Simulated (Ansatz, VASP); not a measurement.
# ZnS: VASP beside Ansatz

```
Zn S
1.0
     0.00000    2.75874    2.70465
     2.75874    0.00000    2.70465
     2.75874    2.75874    0.00000
Zn S
1 1
Direct
  0.00000 0.00000 0.00000
  0.75000 0.75000 0.75000
```

Change from the starting cell: equal xx and yy strain of +2 %, PAW files.

Alike in both runs: task electric field gradients; functional PBE; k mesh 8 × 8 × 8; occupations fermi-dirac, width 0.01 eV; no spin polarisation.

|  | VASP | Ansatz |
| --- | --- | --- |
| version | VASP 6.6.1 | Ansatz 0.2.0 |
| potentials or method | VASP PAW PBE potentials, release 64 (Zn, S) | PAW with Ansatz's default frozen-core files, scalar-relativistic |
| plane-wave cutoff (eV) | 520 | 420 |
| valence electrons in the cell | 18 | 18 |

|  | VASP | Ansatz | Ansatz less VASP |
| --- | --- | --- | --- |
| gap on the k mesh at the Fermi level (eV) | 1.89 | 1.88 | -0.003 |
| pressure (GPa) | -1.2 | -1.4 | -0.13 |
| largest component of the traceless stress (GPa) | 0.53 | 0.53 | +0.004 |
| Vzz of the field gradient on the site that differs most (V/Å²) | 3.4 | 3.5 | +0.16 |

The functional is the same, so the differences come from potentials, cutoffs and numerics.
